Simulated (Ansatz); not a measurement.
Gd:

```
CELL_PARAMETERS angstrom
3.63600 0.00000 0.00000
-1.81800 3.14887 0.00000
0.00000 0.00000 5.78260
ATOMIC_POSITIONS crystal
Gd 0.66667 0.33333 0.75000
Gd 0.33333 0.66667 0.25000
```

| Property | Result |
| --- | --- |
| Program | Ansatz 0.2.0 |
| Task | relaxation of cell and atoms |
| Functional | revPBE |
| Potentials or basis | Ansatz PAW |
| Cutoff | 420 eV (not typed: the program's choice for these potentials) |
| k mesh | 8 × 8 × 5 |
| Occupations | fermi-dirac, width 0.05 eV |
| Spin | collinear spin, ferromagnetic start |
| Starting moments | [7.0, 7.0] μB |

At the start: volume 33.10 Å³/atom.

Q: How do energy, volume and symmetry change on relaxing?

A: It ends after 6 steps and the volume is 34.95 Å³/atom (+5.6 %); space group P6_3/mmc (No. 194, to 0.05 Å); moment 15.31 μB per cell.

The path:
```csv
step,energy change (eV),largest force (eV/Å),volume (Å³)
1,0.0000,0.0000,66.21
2,-0.0198,0.0000,69.41
3,-0.0201,0.0000,69.83
4,-0.0210,0.0000,69.83
5,-0.0210,0.0000,69.90
6,-0.0210,0.0000,69.90
```

Final structure:
```
Gd
1.0
     3.69326    0.00000    0.00000
    -1.84663    3.19846    0.00000
     0.00000    0.00000    5.91722
Gd
2
Direct
  0.66667 0.33333 0.75000
  0.33333 0.66667 0.25000
```

Caveat: the plane-wave basis is chosen anew once the cell has moved, so the energies of steps on either side of that aren't comparable; the PAW data sets come from PBE, with cores solved anew for the run's functional, which leaves a small shift of forces and pressure.
